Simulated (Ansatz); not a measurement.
# AlAs (F-43m): phonons against volume, part 3 of 4

Which modes of AlAs drive its thermal expansion?

What experiment has found for this phase:
- heat capacity C_P per formula unit 45.8 J/mol/K and bulk modulus 77 GPa near room temperature (given in “High-Throughput Prediction of Finite-Temperature Properties using the Quasi-Harmonic Approximation”, 2016, arXiv:1603.06924)

Ansatz 0.2.0; DFT LDA, scalar-relativistic, plane waves, PAW.

So far. Step 2 (A first coarse run): The start is under -1.2 GPa at this level and looks like an insulator or semiconductor on this mesh. Step 4 (Relaxing to small residual forces and stress): The residual pressure is -6.1e-5 GPa, small enough for phonons.

### 5. Phonons, V/V0 1 (continued)

Phonopy on the run's constants, 17x17x17 mesh, Gaussian sigma 3.0 cm⁻¹. Table of modes by wavenumber; read off at these points; values in 1/cm⁻¹/cell:

| wavenumber (cm⁻¹) | Al | As |
| --- | --- | --- |
| -10.0 | 0 | 0 |
| 0.0 | 2.0e-5 | 5.7e-5 |
| 10.0 | 1.9e-5 | 4.1e-5 |
| 20.0 | 1.6e-4 | 4.2e-4 |
| 30.0 | 2.5e-4 | 7.1e-4 |
| 40.0 | 5.3e-4 | 0.00149 |
| 50.0 | 0.00113 | 0.00319 |
| 60.0 | 0.00183 | 0.00521 |
| 70.0 | 0.00471 | 0.0136 |
| 80.0 | 0.00656 | 0.0189 |
| 90.0 | 0.00918 | 0.0264 |
| 97.3 | 0.0113 | 0.0320 |
| 100.0 | 0.0100 | 0.0286 |
| 110.0 | 0.00702 | 0.0201 |
| 120.0 | 0.00656 | 0.0189 |
| 130.0 | 0.00592 | 0.0174 |
| 140.0 | 6.6e-4 | 0.00267 |
| 150.0 | 6.5e-4 | 0.0032 |
| 160.0 | 7.7e-4 | 0.00447 |
| 170.0 | 9.4e-4 | 0.00660 |
| 180.0 | 0.00113 | 0.0107 |
| 190.0 | 0.00145 | 0.0281 |
| 193.8 | 0.00146 | 0.0382 |
| 200.0 | 7.4e-4 | 0.0234 |
| 210.0 | 7.8e-5 | 0.00465 |
| 220.0 | 0 | 3.2e-5 |
| 230.0 | 0 | 0 |
| 240.0 | 0 | 0 |
| 250.0 | 0 | 0 |
| 260.0 | 0 | 0 |
| 270.0 | 0 | 0 |
| 280.0 | 0 | 0 |
| 290.0 | 0 | 0 |
| 300.0 | 0 | 0 |
| 310.0 | 0 | 0 |
| 320.0 | 2.5e-4 | 5.3e-5 |
| 330.0 | 0.0481 | 0.0140 |
| 333.2 | 0.0682 | 0.0211 |
| 340.0 | 0.0605 | 0.0192 |
| 346.6 | 0.0690 | 0.0215 |
| 350.0 | 0.0575 | 0.0168 |
| 360.0 | 0.0309 | 0.00420 |
| 370.0 | 0.0194 | 0.00208 |
| 380.0 | 0.0150 | 0.00208 |
| 390.0 | 0.00927 | 0.00194 |
| 400.0 | 2.3e-4 | 7.4e-5 |
| 410.0 | 0 | 0 |

Born charge (rows field, columns displacement) (e), principal values of the symmetric part by kind of site:

```csv
atom,atoms with these values,low,middle,high,mean
Al1,1,2.15,2.15,2.15,2.15
As2,1,-2.15,-2.15,-2.15,-2.15
```

In full for As2:

```
-2.15  0.00  0.00
 0.00 -2.15  0.00
 0.00  0.00 -2.15
```

ε∞:

```
9.44 0.00 0.00
0.00 9.44 0.00
0.00 0.00 9.44
```

No LO-TO term. The modes at Γ (shares of kinetic energy by element, %):

```
mode  frequency (cm⁻¹)  symmetry  Al %  As %
   1               0.0        T2    26    74
   2               0.0        T2    26    74
   3               0.0        T2    26    74
   4             358.5        T2    74    26
   5             358.5        T2    74    26
   6             358.5        T2    74    26
```

Displacements in mode 4 (358.5 cm⁻¹), the largest set to 1:
```
Al1  1.00 -0.34 -0.10
As2 -0.36  0.12  0.04
```

No mode is imaginary beyond numerical noise at the solved wavevectors.

### 6. A cell at another volume, V/V0 1.015

Symmetry fixes every atom, so a single point at the scaled cell gives the energy and pressure of this member.

input.yaml

```yaml
crystal:
  lattice:
    - [0.0, 2.8285474393, 2.8285474393]
    - [2.8285474393, 0.0, 2.8285474393]
    - [2.8285474393, 2.8285474393, 0.0]
  atoms:
    - { symbol: Al, position: [0.0, 0.0, 0.0] }
    - { symbol: As, position: [0.25, 0.25, 0.25] }
kpoints:
  mp_grid: { grid: [8, 8, 8] }
hamiltonian:
  xc: lda
scf:
  occupations: { method: fixed }
output:
  forces: true
  stress: true
  eigenvalues: true
```

Started as:

```console
ansatz run input.yaml --threads 4 --pin off --max-ram 16384MiB --backend cpu --events-out ev --progress --plain --runs-dir out
```

Numbers of over 12 decimals in the logs are rounded to 6 here.

What it wrote:

```text
[...]
Crystal: 2 atoms, lattice volume = 45.261 Å³
Basis set: ecut = 420 eV, 893 PW (Γ)
Bands: 13, of which v1, the nominal top of the filled ones, is band 9 counted from 1 (8 counted from 0)
Symmetry: 24 space group operations
[...]
k-points: 29 of 512 (time reversal used)
[...]
SCF iter   1: F=—  HF=-5287.488873 eV  |F-HF|=—  |Δ(HF+E_count)|=         —  Δρ=3.99e-3  dr2=3.95e-3  ethr=1.77e-3  ⟨swp⟩=4.8  Hψ=1946  notcnv=0  defer=50
[...]
SCF iter   6: F=-5287.487663 eV  HF=-5287.487663 eV  |F-HF|=1.32e-8  |Δ(HF+E_count)|=   9.98e-8  Δρ=2.88e-6  dr2=4.48e-9  ethr=2.76e-10  ⟨swp⟩=6.0  Hψ=1849  notcnv=0
SCF 1 converged in 6 iterations: F = -5287.487663 eV  dr2 = 4.48e-9
[...]
SCF converged after 6 iterations
Free energy (F): -5287.487663 eV
[...]
Internal energy: -5287.487663 eV  (E = F + TS)
E sigma→0 (E₀):  -5287.487663 eV
Fermi energy:    6.142513 eV
[...]
--- Stress (GPa, compression-positive) ---
       -1.090267       0.000000      -0.000000
       -0.000000      -1.090267       0.000000
        0.000000       0.000000      -1.090267
  P = ⅓ Tr σ = -1.0903 GPa (-10.903 kbar)
--- Band table (eV; the first three rows and the last of 29) ---
  k-point 0: bands = [... 5 lower, -5.7780, 6.1425, 6.1425, 6.1425, 8.0067, 10.4128, 10.4128, 10.4128]
  k-point 1: bands = [... 5 lower, -5.6258, 4.6840, 5.9822, 5.9822, 8.8011, 10.6930, 10.6930, 10.7776]
  k-point 2: bands = [... 5 lower, -5.2039, 2.7258, 5.6659, 5.6659, 8.6447, 11.0309, 11.0309, 12.4774]
  k-point 28: bands = [... 5 lower, -3.7963, 1.0487, 2.9462, 3.3075, 10.3970, 11.7230, 11.7728, 12.1310]
```

Wall time 1.1 s (4 threads of Arm Neoverse V1, shared host); peak memory 0.3 GiB; 2.3 s of CPU time.

Numbers from this step:

```
pressure          : -1.090 GPa
gap on the k-mesh : 1.348 eV
volume per atom   : 22.63 Å³
```

At this level the gap is 1.35 eV on the k-mesh of the self-consistent run, which can miss the band edges.

### 7. Lattice dynamics at this volume, V/V0 1.015

The same q-mesh and k-mesh are kept at every volume, so that much of their error can cancel in the differences.

input.yaml, the sections that differ from step 6:

```yaml
output:
  eigenvalues: true
phonons:
  method: dfpt
  dielectric: true
  rigid_motions: translations
  qmesh: [4, 4, 4]
  temperatures: { t_max: 1000, t_step: 50 }
  qpath:
    path:
      - [[0.0, 0.0, 0.0], [-0.5, -0.5, 0.0], [-0.375, -0.375, 0.25]]
      - [[-0.375, 0.0, 0.375], [0.0, 0.0, 0.0], [0.0, 0.0, 0.5], [-0.5, -0.25, 0.25], [-0.5, -0.5, 0.0]]
    npoints: 10
# crystal, kpoints, hamiltonian, scf: as in step 6
```

What it wrote:

```text
[...]
Crystal: 2 atoms, lattice volume = 45.261 Å³
Basis set: ecut = 420 eV, 893 PW (Γ), exchange–correlation on 54×54×54 points (8 copies of the dense FFT grid, shifted against one another)
Bands: 13, of which v1, the nominal top of the filled ones, is band 9 counted from 1 (8 counted from 0)
Symmetry: 24 space group operations
k-points: 95 of 512 (irreducible under 4 space group operations, time reversal used)
[...]
optical modes at Γ + LO–TO along q̂ = [0.0000, 1.0000, 0.0000]:
      ω (cm⁻¹)  modes    IR ((D/Å)²/amu)
        352.30      2            10.8439
        388.48      1             5.4220
  optical modes at Γ + LO–TO along q̂ = [0.0000, 0.0000, 1.0000]:
      ω (cm⁻¹)  modes    IR ((D/Å)²/amu)
        352.30      2            10.8439
        388.48      1             5.4220
--- Phonons (arbitrary-q DFPT): 8 irreducible q on the 4×4×4 mesh ---
[...]
interpolated dispersion: 63 rows × 6 modes
[...]
[key lines of the parts left out:]
SCF converged after 8 iterations
Free energy (F): -5287.487664 eV
Fermi energy:    6.142473 eV
```

Elapsed: 83 s, on 4 threads; peak memory 1 GiB; 5.3 min of CPU time.

LO-TO term included. Phonon branches along the path, in cm⁻¹:

```
    point  branch 1  branch 2  branch 3  branch 4  branch 5  branch 6
        Γ         0         0         0       352       352       388
  halfway        82        82       146       331       331       386
        X        97        97       210       324       324       383
  halfway        98       110       205       323       324       374
        U        99       131       196       320       326       357
jump to K        99       131       196       320       326       357
  halfway        70       104       148       340       343       363
        Γ         0         0         0       352       352       388
  halfway        60        60       144       343       343       377
        L        72        72       207       341       341       362
  halfway        96       119       194       328       339       344
        W       124       132       191       328       331       334
  halfway       109       114       201       322       326       364
        X        97        97       210       324       324       383
```

The phonon branches as a text plot (rows in cm⁻¹):

```
    380 |***************         *************                 **
    364 |               ***     *             ******         **
    348 |****              *****************************    *
    332 |    *****     *********                   **************
    316 |         ***********                           *   *****
    299 |
    283 |
    267 |
    251 |
    235 |
    219 |
    202 |         *********                    *******      *****
    186 |        *         **                 *       ******
    170 |       *            ***             *
    154 |                       *
    138 |      *          ***               *           ****
    121 |    **         **   *** *         *          ** *****
    105 |             ******    * **                 * **    ****
     89 |   *  ********     ***  *        *        ****
     73 |    **                ** ***        *******
     57 |  **                    *       * **
     40 | **                      ****    *
     24 | *                         **  **
      8 |*                           ****
         Γ           X  U|K            Γ         L        W     X
```

No mode is imaginary beyond numerical noise at the solved wavevectors. The highest zone-centre mode (no LO–TO term) moved by -1.7 % for a volume change of +1.5 %.

### 8. Single point at a scaled cell, V/V0 0.985

Symmetry fixes every atom, so a single point at the scaled cell gives the energy and pressure of this member.

The cell differs from the one that the last finished run ended in (a 4.000 → 3.960 Å, b 4.000 → 3.960 Å, c 4.000 → 3.960 Å).

input.yaml, the sections that differ from step 7:

```yaml
crystal:
  lattice:
    - [0.0, 2.8004008214, 2.8004008214]
    - [2.8004008214, 0.0, 2.8004008214]
    - [2.8004008214, 2.8004008214, 0.0]
  atoms:
    - { symbol: Al, position: [0.0, 0.0, 0.0] }
    - { symbol: As, position: [0.25, 0.25, 0.25] }
output:
  forces: true
  stress: true
  eigenvalues: true
# kpoints, hamiltonian, scf: as in step 7
# phonons: removed
```

What it wrote:

```text
[...]
Crystal: 2 atoms, lattice volume = 43.923 Å³
Basis set: ecut = 420 eV, 869 PW (Γ)
Bands: 13, of which v1, the nominal top of the filled ones, is band 9 counted from 1 (8 counted from 0)
Symmetry: 24 space group operations
[...]
k-points: 29 of 512 (time reversal used)
[...]
--- Band table (eV; the first three rows and the last of 29) ---
  k-point 0: bands = [... 5 lower, -5.6155, 6.4747, 6.4747, 6.4747, 8.5768, 10.7978, 10.7978, 10.7978]
  k-point 1: bands = [... 5 lower, -5.4573, 5.0144, 6.3096, 6.3096, 9.3198, 11.0859, 11.0859, 11.2109]
  k-point 2: bands = [... 5 lower, -5.0173, 3.0046, 5.9851, 5.9851, 9.1062, 11.4204, 11.4204, 12.9907]
  k-point 28: bands = [... 5 lower, -3.5312, 1.3004, 3.1631, 3.5390, 10.7422, 12.2136, 12.2165, 12.5007]
[key lines of the parts left out:]
SCF converged after 6 iterations
Free energy (F): -5287.487533 eV
Fermi energy:    6.474716 eV
P = ⅓ Tr σ = 1.1795 GPa (11.795 kbar)
```

Wall time 0.62 s (4 threads); peak memory 0.3 GiB; 1.8 s of CPU time.

The run ends at a pressure of 1.18 GPa.

### 9. Lattice dynamics at this volume, V/V0 0.985

The same q-mesh and k-mesh are kept at every volume, so that much of their error can cancel in the differences.

input.yaml, the sections that differ from step 8:

```yaml
output:
  eigenvalues: true
phonons:
  method: dfpt
  dielectric: true
  rigid_motions: translations
  qmesh: [4, 4, 4]
  temperatures: { t_max: 1000, t_step: 50 }
  qpath:
    path:
      - [[0.0, 0.0, 0.0], [-0.5, -0.5, 0.0], [-0.375, -0.375, 0.25]]
      - [[-0.375, 0.0, 0.375], [0.0, 0.0, 0.0], [0.0, 0.0, 0.5], [-0.5, -0.25, 0.25], [-0.5, -0.5, 0.0]]
    npoints: 10
# crystal, kpoints, hamiltonian, scf: as in step 8
```

What it wrote:

```text
[...]
Crystal: 2 atoms, lattice volume = 43.923 Å³
Basis set: ecut = 420 eV, 869 PW (Γ), exchange–correlation on 54×54×54 points (8 copies of the dense FFT grid, shifted against one another)
Bands: 13, of which v1, the nominal top of the filled ones, is band 9 counted from 1 (8 counted from 0)
Symmetry: 24 space group operations
k-points: 95 of 512 (irreducible under 4 space group operations, time reversal used)
[...]
optical modes at Γ + LO–TO along q̂ = [0.0000, 1.0000, 0.0000]:
      ω (cm⁻¹)  modes    IR ((D/Å)²/amu)
        364.81      2            10.6278
        400.81      1             5.3139
  optical modes at Γ + LO–TO along q̂ = [0.0000, 0.0000, 1.0000]:
      ω (cm⁻¹)  modes    IR ((D/Å)²/amu)
        364.81      2            10.6278
        400.81      1             5.3139
--- Phonons (arbitrary-q DFPT): 8 irreducible q on the 4×4×4 mesh ---
[...]
interpolated dispersion: 63 rows × 6 modes
[...]
[key lines of the parts left out:]
SCF converged after 8 iterations
Free energy (F): -5287.487534 eV
Fermi energy:    6.474711 eV
```

It took 81 s on 4 threads; peak memory 0.97 GiB; 5.2 min of CPU time.

No mode is imaginary beyond numerical noise at the solved wavevectors. The highest zone-centre mode (no LO–TO term) moved by +1.8 % for a volume change of -1.5 %.

### 10. A cell at another volume, V/V0 1.03

Symmetry fixes every atom, so a single point at the scaled cell gives the energy and pressure of this member.

The cell differs from the one that the last finished run ended in (a 3.960 → 4.020 Å, b 3.960 → 4.020 Å, c 3.960 → 4.020 Å).

input.yaml, the sections that differ from step 9:

```yaml
crystal:
  lattice:
    - [0.0, 2.8424130895, 2.8424130895]
    - [2.8424130895, 0.0, 2.8424130895]
    - [2.8424130895, 2.8424130895, 0.0]
  atoms:
    - { symbol: Al, position: [0.0, 0.0, 0.0] }
    - { symbol: As, position: [0.25, 0.25, 0.25] }
output:
  forces: true
  stress: true
  eigenvalues: true
# kpoints, hamiltonian, scf: as in step 9
# phonons: removed
```

What it wrote:

```text
[...]
Crystal: 2 atoms, lattice volume = 45.929 Å³
Basis set: ecut = 420 eV, 893 PW (Γ)
Bands: 13, of which v1, the nominal top of the filled ones, is band 9 counted from 1 (8 counted from 0)
Symmetry: 24 space group operations
[...]
k-points: 29 of 512 (time reversal used)
[...]
--- Band table (eV; the first three rows and the last of 29) ---
  k-point 0: bands = [... 5 lower, -5.8562, 5.9835, 5.9835, 5.9835, 7.7330, 10.2283, 10.2283, 10.2283]
  k-point 1: bands = [... 5 lower, -5.7069, 4.5249, 5.8255, 5.8255, 8.5516, 10.5046, 10.5046, 10.5716]
  k-point 2: bands = [... 5 lower, -5.2937, 2.5919, 5.5133, 5.5133, 8.4229, 10.8438, 10.8438, 12.2318]
  k-point 28: bands = [... 5 lower, -3.9234, 0.9283, 2.8423, 3.1968, 10.2313, 11.4864, 11.5591, 11.9539]
[key lines of the parts left out:]
SCF converged after 6 iterations
Free energy (F): -5287.480974 eV
Fermi energy:    5.983533 eV
P = ⅓ Tr σ = -2.0975 GPa (-20.975 kbar)
```

Wall time 0.62 s (4 threads); peak memory 0.3 GiB.

The run ends at a pressure of -2.10 GPa.

### 11. Lattice dynamics at this volume, V/V0 1.03

Phonons at this volume give one point of F(V, T); meshes stay fixed along the series.

input.yaml, the sections that differ from step 10:

```yaml
output:
  eigenvalues: true
phonons:
  method: dfpt
  dielectric: true
  rigid_motions: translations
  qmesh: [4, 4, 4]
  temperatures: { t_max: 1000, t_step: 50 }
  qpath:
    path:
      - [[0.0, 0.0, 0.0], [-0.5, -0.5, 0.0], [-0.375, -0.375, 0.25]]
      - [[-0.375, 0.0, 0.375], [0.0, 0.0, 0.0], [0.0, 0.0, 0.5], [-0.5, -0.25, 0.25], [-0.5, -0.5, 0.0]]
    npoints: 10
# crystal, kpoints, hamiltonian, scf: as in step 10
```

What it wrote:

```text
[...]
Crystal: 2 atoms, lattice volume = 45.929 Å³
Basis set: ecut = 420 eV, 893 PW (Γ), exchange–correlation on 54×54×54 points (8 copies of the dense FFT grid, shifted against one another)
Bands: 13, of which v1, the nominal top of the filled ones, is band 9 counted from 1 (8 counted from 0)
Symmetry: 24 space group operations
k-points: 95 of 512 (irreducible under 4 space group operations, time reversal used)
[...]
optical modes at Γ + LO–TO along q̂ = [0.0000, 1.0000, 0.0000]:
      ω (cm⁻¹)  modes    IR ((D/Å)²/amu)
        346.32      2            10.9557
        382.55      1             5.4778
  optical modes at Γ + LO–TO along q̂ = [0.0000, 0.0000, 1.0000]:
      ω (cm⁻¹)  modes    IR ((D/Å)²/amu)
        346.32      2            10.9557
        382.55      1             5.4778
--- Phonons (arbitrary-q DFPT): 8 irreducible q on the 4×4×4 mesh ---
[...]
interpolated dispersion: 63 rows × 6 modes
[...]
[key lines of the parts left out:]
SCF converged after 8 iterations
Free energy (F): -5287.480974 eV
Fermi energy:    5.983484 eV
```

The job ended after 83 s (4 threads; peak memory 1 GiB).

No mode is imaginary beyond numerical noise at the solved wavevectors. The highest zone-centre mode (no LO–TO term) moved by -3.4 % for a volume change of +3.0 %.

### 12. A cell at another volume, V/V0 0.97

Symmetry fixes every atom, so a single point at the scaled cell gives the energy and pressure of this member.

The cell differs from the one that the last finished run ended in (a 4.020 → 3.940 Å, b 4.020 → 3.940 Å, c 4.020 → 3.940 Å).

input.yaml, the sections that differ from step 11:

```yaml
crystal:
  lattice:
    - [0.0, 2.7861128135, 2.7861128135]
    - [2.7861128135, 0.0, 2.7861128135]
    - [2.7861128135, 2.7861128135, 0.0]
  atoms:
    - { symbol: Al, position: [0.0, 0.0, 0.0] }
    - { symbol: As, position: [0.25, 0.25, 0.25] }
output:
  forces: true
  stress: true
  eigenvalues: true
# kpoints, hamiltonian, scf: as in step 11
# phonons: removed
```

What it wrote:

```text
[...]
Crystal: 2 atoms, lattice volume = 43.254 Å³
Basis set: ecut = 420 eV, 869 PW (Γ)
Bands: 13, of which v1, the nominal top of the filled ones, is band 9 counted from 1 (8 counted from 0)
Symmetry: 24 space group operations
[...]
k-points: 29 of 512 (time reversal used)
[...]
--- Band table (eV; the first three rows and the last of 29) ---
  k-point 0: bands = [... 5 lower, -5.5310, 6.6484, 6.6484, 6.6484, 8.8740, 10.9986, 10.9986, 10.9986]
  k-point 1: bands = [... 5 lower, -5.3697, 5.1862, 6.4808, 6.4808, 9.5890, 11.2908, 11.2908, 11.4393]
  k-point 2: bands = [... 5 lower, -4.9203, 3.1497, 6.1520, 6.1520, 9.3461, 11.6232, 11.6232, 13.2589]
  k-point 28: bands = [... 5 lower, -3.3930, 1.4321, 3.2765, 3.6600, 10.9222, 12.4471, 12.4681, 12.6937]
[key lines of the parts left out:]
SCF converged after 6 iterations
Free energy (F): -5287.479988 eV
Fermi energy:    6.648377 eV
P = ⅓ Tr σ = 2.4558 GPa (24.558 kbar)
```

Elapsed: 0.63 s, on 4 threads; peak memory 0.29 GiB.

The run ends at a pressure of 2.46 GPa.

### 13. Phonons, V/V0 0.97

The same q-mesh and k-mesh are kept at every volume, so that much of their error can cancel in the differences.

input.yaml, the sections that differ from step 12:

```yaml
output:
  eigenvalues: true
phonons:
  method: dfpt
  dielectric: true
  rigid_motions: translations
  qmesh: [4, 4, 4]
  temperatures: { t_max: 1000, t_step: 50 }
  qpath:
    path:
      - [[0.0, 0.0, 0.0], [-0.5, -0.5, 0.0], [-0.375, -0.375, 0.25]]
      - [[-0.375, 0.0, 0.375], [0.0, 0.0, 0.0], [0.0, 0.0, 0.5], [-0.5, -0.25, 0.25], [-0.5, -0.5, 0.0]]
    npoints: 10
# crystal, kpoints, hamiltonian, scf: as in step 12
```

What it wrote:

```text
[...]
Crystal: 2 atoms, lattice volume = 43.254 Å³
Basis set: ecut = 420 eV, 869 PW (Γ), exchange–correlation on 54×54×54 points (8 copies of the dense FFT grid, shifted against one another)
Bands: 13, of which v1, the nominal top of the filled ones, is band 9 counted from 1 (8 counted from 0)
Symmetry: 24 space group operations
k-points: 95 of 512 (irreducible under 4 space group operations, time reversal used)
[...]
optical modes at Γ + LO–TO along q̂ = [0.0000, 1.0000, 0.0000]:
      ω (cm⁻¹)  modes    IR ((D/Å)²/amu)
        371.34      2            10.5213
        407.23      1             5.2607
  optical modes at Γ + LO–TO along q̂ = [0.0000, 0.0000, 1.0000]:
      ω (cm⁻¹)  modes    IR ((D/Å)²/amu)
        371.34      2            10.5213
        407.23      1             5.2607
--- Phonons (arbitrary-q DFPT): 8 irreducible q on the 4×4×4 mesh ---
[...]
interpolated dispersion: 63 rows × 6 modes
[...]
[key lines of the parts left out:]
SCF converged after 8 iterations
Free energy (F): -5287.479989 eV
Fermi energy:    6.648393 eV
```

Run time: 81 s. Hardware: 4 threads; peak memory 0.95 GiB.

No mode is imaginary beyond numerical noise at the solved wavevectors. The highest zone-centre mode (no LO–TO term) moved by +3.6 % for a volume change of -3.0 %.

(Part 3 of 4 ends here.)

[Logs are printed without paths, hosts, clocks, repeated set-up lines and the standing remarks that a program may print on its own settings, such as how far it seeks lower states.]

[Hosts, paths, dates, database ids (printed as entryN), source tags and the programs' standing remarks are cut or masked in the printed files.]

[A step with changed settings may run another functional than the one named; its input shows which.]

[Of the runs on displaced cells, only some may be shown.]
